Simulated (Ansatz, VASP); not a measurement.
# Ta: VASP beside Ansatz

```
Ta
1.0
    -1.65493    1.65493    1.65493
     1.65493   -1.65493    1.65493
     1.65493    1.65493   -1.65493
Ta
1
Direct
  0.00000 0.00000 0.00000
```

Alike in both runs: task relaxation of cell and atoms; functional PBE; k mesh 16 × 16 × 16; occupations methfessel-paxton of order 1, width 0.1 eV; no spin polarisation.

|  | VASP | Ansatz |
| --- | --- | --- |
| version | VASP 6.6.1 | Ansatz 0.2.0 |
| potentials or method | VASP PAW PBE potentials, release 64 (Ta_pv) | plane-wave PAW DFT |
| plane-wave cutoff (eV) | 600 | 420 |
| valence electrons in the cell | 11 | 13 |

Ansatz gave:

```
relaxed volume (Å³/atom)                                     : 18.31
relaxed cell length with the largest relative difference (Å) : 2.876
energy change over the relaxation (meV/atom)                 : -1
```

Estimate VASP's values.

relaxed volume (Å³/atom): 18.32; relaxed cell length with the largest relative difference (Å): 2.876; energy change over the relaxation (meV/atom): -1.

The two sets of potentials don't hold the same shells in valence.

Spin-orbit coupling is left out, which matters for the levels of Ta.
